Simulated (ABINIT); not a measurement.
Crystal: BN.

```
N B
1.0
     0.00000    1.81300    1.81300
     1.81300    0.00000    1.81300
     1.81300    1.81300    0.00000
N B
1 1
Direct
  0.25000 0.25000 0.25000
  0.00000 0.00000 0.00000
```

The cell is a database's computed one.

Base run:

| Quantity | Value |
| --- | --- |
| Program | ABINIT 10.8.3 (patched build) |
| Functional | PBEsol |
| Potentials or basis | PseudoDojo NC SR PBEsol v0.4.1 standard |
| Cutoff | 980 eV |
| k mesh | 10 × 10 × 10 |
| Occupations | fermi-dirac, width 0.05 eV |
| Spin | no spin polarisation |

Its results: band gap on the k mesh 4.33 eV, indirect (least direct gap 8.78 eV).

The run is repeated on the same cell with these changes: functional from PBEsol to PBE; potentials or basis from PseudoDojo NC SR PBEsol v0.4.1 standard to JTH PAW PBE v2.0; cutoff from 980 eV to 599 eV. What comes out?

Band gap on the k mesh 4.45 eV, indirect (least direct gap 8.76 eV).

A k mesh can miss the band edges.
